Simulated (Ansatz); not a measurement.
Geometry optimisation in Ansatz: input, command and trajectory.

```yaml
crystal:
  lattice:
    - [5.2463468335, 0.0, 0.0]
    - [0.0, 3.3850805386, 0.0]
    - [0.0, 0.0, 5.6272242574]
  atoms:
    - { symbol: Ni, position: [0.9914426423, 0.75, 0.1866487308] }
    - { symbol: Ni, position: [0.0085573577, 0.25, 0.8133512692] }
    - { symbol: Ni, position: [0.5085573577, 0.25, 0.6866487308] }
    - { symbol: Ni, position: [0.4914426423, 0.75, 0.3133512692] }
    - { symbol: Ge, position: [0.8142341032, 0.75, 0.5887706849] }
    - { symbol: Ge, position: [0.1857658968, 0.25, 0.4112293151] }
    - { symbol: Ge, position: [0.6857658968, 0.25, 0.0887706849] }
    - { symbol: Ge, position: [0.3142341032, 0.75, 0.9112293151] }
basis:
  ecutwfc: 420
kpoints:
  mp_grid: { grid: [8, 10, 6] }
hamiltonian:
  xc: pbe
scf:
  occupations: { method: gaussian, width: 0.1 }
output:
  forces: true
  stress: true
  eigenvalues: true
relax:
  adjacent_minimum: "off"
  f_tol: 0.01
  max_steps: 30
  cell: { stress_tol: 0.1, fix: [volume] }
```

```bash
ansatz run input.yaml --threads 2 --pin off --max-ram 5120MiB --backend cpu --events-out ev --progress --plain --runs-dir out
```

Computed with DFT PBE, scalar-relativistic, plane waves, PAW in Ansatz.

The volume is held at 0.91 times that of the relaxed cell.

Of 4 frames 3 are shown, positions in Å and forces in eV/Å; the SCF threshold varies from step to step. Steps run on the plane waves of an earlier cell, with a Pulay correction in the pressure. The basis is chosen afresh for the last frame, the zero of the energies, and at times for earlier ones too; energy and pressure step there, also at an unchanged geometry. Spin polarisation was left out; whether the Ni atoms would carry moments isn't shown by this run.

```xyz
8
Lattice="5.2463 0.0000 0.0000 0.0000 3.3851 0.0000 0.0000 0.0000 5.6272" Properties=species:S:1:pos:R:3:forces:R:3 pbc="T T T" step=1 free_energy_over_end_meV_per_atom=0.40 pressure_GPa=16.14
Ni    5.2015    2.5388    1.0503   -0.0495    0.0000   -0.0419
Ni    0.0449    0.8463    4.5769    0.0495    0.0000    0.0419
Ni    2.6681    0.8463    3.8639    0.0495    0.0000   -0.0419
Ni    2.5783    2.5388    1.7633   -0.0495    0.0000    0.0419
Ge    4.2718    2.5388    3.3131    0.0657    0.0000    0.0133
Ge    0.9746    0.8463    2.3141   -0.0657    0.0000   -0.0133
Ge    3.5978    0.8463    0.4995   -0.0657    0.0000    0.0133
Ge    1.6486    2.5388    5.1277    0.0657    0.0000   -0.0133
8
Lattice="5.2458 0.0000 0.0000 0.0000 3.3886 0.0000 0.0000 0.0000 5.6220" Properties=species:S:1:pos:R:3:forces:R:3 pbc="T T T" step=2 free_energy_over_end_meV_per_atom=0.11 pressure_GPa=15.99
Ni    5.1972    2.5415    1.0448   -0.0215    0.0000   -0.0198
Ni    0.0486    0.8472    4.5772    0.0215    0.0000    0.0198
Ni    2.6715    0.8472    3.8558    0.0215    0.0000   -0.0198
Ni    2.5743    2.5415    1.7662   -0.0215    0.0000    0.0198
Ge    4.2767    2.5415    3.3116    0.0321    0.0000    0.0112
Ge    0.9691    0.8472    2.3103   -0.0321    0.0000   -0.0112
Ge    3.5920    0.8472    0.5006   -0.0321    0.0000    0.0112
Ge    1.6538    2.5415    5.1213    0.0321    0.0000   -0.0112
8
Lattice="5.2516 0.0000 0.0000 0.0000 3.3936 0.0000 0.0000 0.0000 5.6075" Properties=species:S:1:pos:R:3:forces:R:3 pbc="T T T" step=4 free_energy_over_end_meV_per_atom=0.00 pressure_GPa=15.81
Ni    5.1993    2.5452    1.0370    0.0034    0.0000    0.0017
Ni    0.0523    0.8484    4.5705   -0.0034    0.0000   -0.0017
Ni    2.6781    0.8484    3.8408   -0.0034    0.0000    0.0017
Ni    2.5735    2.5452    1.7667    0.0034    0.0000   -0.0017
Ge    4.2863    2.5452    3.3066    0.0032    0.0000    0.0029
Ge    0.9653    0.8484    2.3010   -0.0032    0.0000   -0.0029
Ge    3.5911    0.8484    0.5028   -0.0032    0.0000    0.0029
Ge    1.6605    2.5452    5.1047    0.0032    0.0000   -0.0029
```

Time: 2.7 min on 2 threads of Intel(R) Xeon(R) Processor @ 2.70GHz (shared host), peak memory 0.95 GiB.